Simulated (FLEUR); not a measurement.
# AlNi (Pm-3m) in FLEUR: single point with PBE

Aim: the single point of AlNi with PBE.

Program: FLEUR MaX-R8.1 (later development tree). These are calculated values, not measurements. Logs are shortened: lines on timing, memory, paths and dates and some standing lists are left out, and cuts for length are marked.

## (1) The crystal as given

The structure is cubic, space group Pm-3m (No. 221). Conventional cell: a = 2.881 Å, b = 2.881 Å, c = 2.881 Å, α = 90.00°, β = 90.00°, γ = 90.00°. Ni (site symmetry m-3m) is surrounded by 8 Al at 2.50 Å. Al (site symmetry m-3m) has 8 Ni at 2.50 Å as nearest neighbours.

## (2) Single point, PBE, collinear spin, ferromagnetic start

File inp.xml:

```xml
<?xml version="1.0" encoding="UTF-8" standalone="no"?>
<fleurInput fleurInputVersion="0.39">
   <comment>
      AlNi                                                                                                
   </comment>
   <calculationSetup>
      <cutoffs Kmax="4.92" Gmax="15.3" GmaxXC="15.3" numbands="0"/>
      <scfLoop itmax="60" minDistance="0.00001" maxIterBroyd="15" imix="Anderson" alpha="0.05" precondParam="0.0" spinf="2.0" sdNocoIR="T"/>
      <coreElectrons ctail="T" frcor="F" kcrel="0" coretail_lmax="0"/>
      <xcFunctional name="pbe" relativisticCorrections="F"/>
      <magnetism jspins="2"/>
      <soc l_soc="F" theta="0.0" phi="0.0" spav="F"/>
      <expertModes spex="0" secvar="F"/>
      <geometryOptimization l_f="T" forcealpha="1.0" forcemix="BFGS" epsdisp="0.0005" epsforce="0.0002"/>
      <ldaU l_linMix="F" mixParam="0.05" spinf="1.0"/>
   </calculationSetup>
   <cell>
      <bzIntegration valenceElectrons="29.0" mode="hist" fermiSmearingEnergy="0.00183747">
         <kPointListSelection listName="default-1"/>
         <!-- k-points included here -->
         <xi:include xmlns:xi="http://www.w3.org/2001/XInclude" href="kpts.xml"> </xi:include>
      </bzIntegration>
      <!-- symmetry operations included here -->
      <xi:include xmlns:xi="http://www.w3.org/2001/XInclude" href="sym.xml"> </xi:include>
      <bulkLattice scale="1.0">
         <bravaisMatrix>
            <row-1>    5.4443009649725989     0.0000000000000000     0.0000000000000000</row-1>
            <row-2>    0.0000000000000000     5.4443009649725989     0.0000000000000000</row-2>
            <row-3>    0.0000000000000000     0.0000000000000000     5.4443009649725989</row-3>
         </bravaisMatrix>
      </bulkLattice>
   </cell>
   <atomSpecies>
      <species name="Nickel (Ni1.001" element="Ni" atomicNumber="28">
         <mtSphere radius="2.25" gridPoints="767" logIncrement="0.016"/>
         <atomicCutoffs lmax="9" lnonsphr="7"/>
         <electronConfig flipSpins="F">
            <coreConfig>(1s1/2) (2s1/2) (2p1/2) (2p3/2)</coreConfig>
            <valenceConfig>(3s1/2) (3p1/2) (3p3/2) (4s1/2) (3d3/2) (3d5/2)</valenceConfig>
            <stateOccupation state="(3d3/2)" spinUp="1.6" spinDown="1.6"/>
            <stateOccupation state="(3d5/2)" spinUp="2.9005" spinDown="1.8995"/>
         </electronConfig>
         <energyParameters s="4" p="4" d="3" f="4"/>
         <lo type="SCLO" l="0" n="3" eDeriv="0"/>
         <lo type="SCLO" l="1" n="3" eDeriv="0"/>
         <lo type="SCLO" l="1" n="3" eDeriv="1"/>
         <lo type="SCLO" l="2" n="3" eDeriv="2"/>
         <lo type="SCLO" l="3" n="4" eDeriv="2"/>
      </species>
      <species name="Aluminum (Al)" element="Al" atomicNumber="13">
         <mtSphere radius="1.99" gridPoints="677" logIncrement="0.017"/>
         <atomicCutoffs lmax="8" lnonsphr="6"/>
         <electronConfig flipSpins="F">
            <coreConfig>(1s1/2)</coreConfig>
            <valenceConfig>(2s1/2) (2p1/2) (2p3/2) (3s1/2) (3p1/2) (3p3/2)</valenceConfig>
            <stateOccupation state="(3p1/2)" spinUp="0.166667" spinDown="0.166667"/>
            <stateOccupation state="(3p3/2)" spinUp="0.333333" spinDown="0.333333"/>
         </electronConfig>
         <energyParameters s="3" p="3" d="3" f="4"/>
         <lo type="SCLO" l="0" n="2" eDeriv="0"/>
         <lo type="SCLO" l="1" n="2" eDeriv="0"/>
         <lo type="SCLO" l="2" n="3" eDeriv="2"/>
         <lo type="SCLO" l="3" n="4" eDeriv="2"/>
      </species>
   </atomSpecies>
   <atomGroups>
      <atomGroup species="Nickel (Ni1.001">
         <relPos label="                   1">1.000/2.000 1.000/2.000 1.000/2.000</relPos>
         <force calculate="T" relaxXYZ="TTT"/>
      </atomGroup>
      <atomGroup species="Aluminum (Al)">
         <relPos label="                   2">.0000000000 .0000000000 .0000000000</relPos>
         <force calculate="T" relaxXYZ="TTT"/>
      </atomGroup>
   </atomGroups>
   <output dos="F" band="F" slice="F">
      <checks vchk="F" cdinf="F"/>
      <bandDOS minEnergy="-.5*Htr" maxEnergy="0.5*Htr" sigma="0.015" storeEVData="T"/>
      <vacuumDOS vacdos="F" integ="F" star="F" nstars="0" locx1="0.0" locy1="0.0" locx2="0.0" locy2="0.0" nstm="0" tworkf="0.0"/>
      <unfoldingBand unfoldBand="F" supercellX="1" supercellY="1" supercellZ="1"/>
      <plotting iplot="0" polar="F">
         <plot TwoD="T" vec1="  1.0  0.0  0.0" vec2="  0.0  1.0  0.0" vec3="  0.0  0.0  1.0" zero="  0.0  0.0  0.0" file="plot"/>
      </plotting>
      <chargeDensitySlicing numkpt="0" minEigenval="0.0" maxEigenval="0.0" nnne="0" pallst="F"/>
      <specialOutput eonly="F"/>
      <moessbauerParams electricFieldGradient="T" isomerShift="T" coreHyperfine="T" valenceHyperfine="T"/>
      <magneticCircularDichroism mcd="F" energyLo="-10.0" energyUp="0.0"/>
   </output>
  <!-- We include the file relax.xml here to enable relaxations (see documentation) -->
  <xi:include xmlns:xi="http://www.w3.org/2001/XInclude" href="relax.xml"> <xi:fallback/> </xi:include>
</fleurInput>
```

File crystal.txt:

```
AlNi
&input cartesian=F /
2.8810000000  0.0000000000  0.0000000000
0.0000000000  2.8810000000  0.0000000000
0.0000000000  0.0000000000  2.8810000000
1.8897261246
1.0 1.0 1.0

2
28 0.5000000000  0.5000000000  0.5000000000 : 1.001
13 0.0000000000  0.0000000000  0.0000000000

&kpt div1=9 div2=9 div3=9 gamma=T /
```

Potentials or basis: all-electron, FLAPW.

Command:

```
> inpgen -f crystal.txt -profile fastHighL
> # inp.xml edited to the form shown
> fleur_MPI
```

Log:

```text
Welcome to FLEUR        (www.flapw.de)
      MaX-Release 8.1          (www.max-centre.eu)

 ========== k-point set info ==========
 Selected k-point list: default-1
 k-point list type: mesh
 9 x 9 x 9
 Number of k points: 35

 ------------Calculation Setup---------------------------
 Number of MPI-tasks      :            1
 Number of PE/node        :            1
 Number of OMP-threads    :            1
 Most efficient MPI parallelization for:
           1           5           7          35
 Additional eigenvalue parallelization possible
 Number of basis functions:          411
 Approximate size of matrices (H+S) per k-point:         0.003 GB
 --------------------------------------------------------
 Iteration:     1   Distance:      21.56514898 me/bohr^3
 Iteration:     2   Distance:      19.91769598 me/bohr^3
 Iteration:     3   Distance:      15.91367072 me/bohr^3
 Iteration:     4   Distance:      10.65597035 me/bohr^3
 Iteration:     5   Distance:       9.23040095 me/bohr^3
 Iteration:     6   Distance:      11.92362509 me/bohr^3
 Iteration:     7   Distance:       3.23292232 me/bohr^3
 Iteration:     8   Distance:       2.50638983 me/bohr^3
 Iteration:     9   Distance:       0.74648867 me/bohr^3
 Iteration:    10   Distance:       0.63817369 me/bohr^3
[... 5 lines left out ...]
 Iteration:    16   Distance:       0.00314878 me/bohr^3
 Iteration:    17   Distance:       0.00265984 me/bohr^3
 Iteration:    18   Distance:       0.00120803 me/bohr^3
 Iteration:    19   Distance:       0.00029880 me/bohr^3
 Iteration:    20   Distance:       0.00022570 me/bohr^3
 Iteration:    21   Distance:       0.00008578 me/bohr^3
 Iteration:    22   Distance:       0.00001900 me/bohr^3
 Iteration:    23   Distance:       0.00003097 me/bohr^3
 Iteration:    24   Distance:       0.00003169 me/bohr^3
 Iteration:    25   Distance:       0.00000222 me/bohr^3

 ********************************************************************
 Run finished successfully
 Stop message:
   Structural relaxation: Done
 ********************************************************************
```

Wall time 2.3 min (1 thread of Arm Neoverse V1, shared host); peak memory 0.07 GiB.

What came out:

```yaml
Free_energy: -47992.8549 eV
Band_gap_on_the_k_mesh: none (metal or under the smearing width)
Net_moment: 0.00 μB per cell
Valence_electrons_inside_the_program's_atomic_spheres: Ni 17.12; Al 8.93 (radii Ni 2.25, Al 1.99 bohr)
```

Core levels (eV from the Fermi level):
| atom | levels |
| --- | --- |
| 1 Ni | 1s1/2 -8202.7, 2s1/2 -973.8, 2p1/2 -848.4, 2p3/2 -830.9 |
| 2 Al | 1s1/2 -1505.7 |
